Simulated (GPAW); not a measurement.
Write an ASE script for GPAW 26.7.0 that does the following.

* Task: band structure
* Functional: RPBE
* Potentials or basis: the program's PAW data sets (release 1.2.1) made for this functional
* Cutoff: 600 eV
* Basis: pw
* k mesh: 7 × 7 × 5
* Occupations: fermi-dirac, width 0.05 eV
* Spin: no spin polarisation
* Maxiter: 150
* Band path: GMKGALHA,LM,KH
* Band points: 60

The system is Te.

```xyz
3
Lattice="4.4540 0.0000 0.0000 -2.2270 3.8573 0.0000 0.0000 0.0000 5.9240" Properties=species:S:1:pos:R:3 pbc="T T T"
Te    1.6279    2.8197    0.0000
Te   -0.5991    1.0376    3.9493
Te    1.1981    0.0000    1.9747
```

The input as run:

run.py

```python
from ase import Atoms
from ase.dft.bandgap import bandgap
from ase.io import write
from ase.units import GPa
from gpaw import GPAW, PW

atoms = Atoms(['Te', 'Te', 'Te'],
              cell=[[4.454, 0.0, 0.0],
                    [-2.227, 3.8572771485, 0.0],
                    [0.0, 0.0, 5.924]],
              scaled_positions=[[0.731, 0.731, 0.0],
                                [0.0, 0.269, 0.6666666667],
                                [0.269, 0.0, 0.3333333333]],
              pbc=True)

calc = GPAW(mode=PW(600),
            xc='RPBE',
            kpts={'size': (7, 7, 5), 'gamma': True},
            occupations={'name': 'fermi-dirac', 'width': 0.05},
            nbands=19,
            convergence={'density': 1e-05, 'energy': 1e-05},
            maxiter=150,
            txt='gpaw.txt')
atoms.calc = calc
energy = atoms.get_potential_energy()
forces = atoms.get_forces()
stress = atoms.get_stress()
calc.write('gs.gpw')
write('result.traj', atoms)
print(f'Energy: {energy:.6f} eV')
print('Forces (eV/A):')
print(forces.round(4))
print('Stress (GPa):', (stress / GPa).round(3))
print('Fermi level:', round(calc.get_fermi_level(), 4), 'eV')
print(f'Gap: {bandgap(calc)[0]:.4f} eV, direct: {bandgap(calc, direct=True)[0]:.4f} eV')

path = atoms.cell.bandpath('GMKGALHA,LM,KH', npoints=60, eps=1e-4)
bs_calc = calc.fixed_density(kpts=path, symmetry='off', nbands=36,
                             convergence={'bands': 'CBM+6.0', 'eigenstates': 1e-6}, txt='bands.txt')
bs = bs_calc.band_structure()
bs.write('bs.json')
print(f'Gap on the path: {bandgap(bs_calc)[0]:.4f} eV')
```

Potentials or basis: the program's PAW data sets (release 1.2.1) made for this functional, pw.

Launch:

```sh
$ OMP_NUM_THREADS=1 python run.py
```

Results of the run:

The pressure is 2.4 GPa and the largest force is 0.112 eV/Å. The band gap along the path is 0.20 eV, direct.

Caveat: spin-orbit coupling is left out, which moves the levels of the heavy elements.

It took 2.6 min on 1 thread of Arm Neoverse V1 (shared host), peak memory 0.45 GiB.
